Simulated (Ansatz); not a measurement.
In TaC (rock salt type) the Ta atom of the primitive cell, with all its periodic images, is moved by 0.02 Å along x.

```
Ta C
1.0
     0.00000    2.24000    2.24000
     2.24000    0.00000    2.24000
     2.24000    2.24000    0.00000
Ta C
1 1
Direct
  0.99554 0.00446 0.00446
  0.50000 0.50000 0.50000
```

All numbers below come from PBE, plane waves, PAW datasets (generated hard set) (Ansatz 0.2.0 development build).

Cutoff 700 eV; k-mesh 8×8×8 Γ-centred; Fermi–Dirac smearing of 0.1 eV; no spin polarisation; no spin–orbit coupling.

Q: What force results, and what does it mean for the zone-centre vibration?

A: The force on it along the displacement is -0.2406 eV/Å, a force constant of 12.03 eV/Å². With the reduced mass of 11.26 u the zone-centre optical mode lies at 539 cm⁻¹ (16.16 THz) in this finite-step estimate.

| atom | Fx (eV/Å) | Fy (eV/Å) | Fz (eV/Å) |
| --- | --- | --- | --- |
| Ta1 | -0.2406 | 0.0000 | 0.0000 |
| C2 | 0.2406 | 0.0000 | 0.0000 |

The k-mesh is modest, so these values aren't fully converged in k.
